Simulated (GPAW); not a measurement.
Crystal: Ge.

```xyz
2
Lattice="1.4881 -2.5947 0.0000 1.4881 2.5947 0.0000 0.0000 0.0000 4.7276" Properties=species:S:1:pos:R:3 pbc="T T T"
Ge    1.4881    0.8643    1.1819
Ge    1.4881   -0.8643    3.5457
```

This isn't the form of Ge at room conditions, which is diamond.

- Program: GPAW 26.7.0
- Task: relaxation of cell and atoms
- Functional: PBEsol
- Dispersion: D4
- Potentials or basis: PAW data sets generated in the run's folder for this functional
- Cutoff: 600 eV
- Basis: pw
- k mesh: 10 × 10 × 6
- Occupations: fermi-dirac, width 0.05 eV
- Spin: no spin polarisation

At the start: pressure -1.7 GPa; volume 18.25 Å³/atom.

Question: How do energy, volume and symmetry change on relaxing?

Answer: Over 11 steps the energy falls by 6.0 meV/atom and the volume is 17.82 Å³/atom (-2.4 %); space group Cmcm (No. 63, to 0.05 Å).

Step by step:
```csv
step,energy change (eV),largest force (eV/Å),pressure (GPa),volume (Å³)
1,0.0000,0.0007,-1.74,36.51
2,-0.0021,0.0008,-1.43,36.35
3,-0.0084,0.0043,0.46,35.47
4,-0.0090,0.0054,0.52,35.44
5,-0.0110,0.0100,0.31,35.47
6,-0.0112,0.0094,0.09,35.57
7,-0.0113,0.0096,-0.03,35.62
8,-0.0114,0.0100,-0.11,35.65
9,-0.0117,0.0111,-0.21,35.69
10,-0.0119,0.0123,-0.20,35.69
11,-0.0120,0.0129,-0.08,35.63
```

Final structure:
```
Ge
1.0
     1.45059   -2.57064    0.00000
     1.45059    2.57064    0.00000
     0.00000    0.00000    4.77799
Ge
2
Cartesian
  1.4506 0.8518 1.1945
  1.4506 -0.8518 3.5835
```

Caveat: later steps reuse the first step's grids; pairwise dispersion overbinds metals, which lowers pressure and volume.
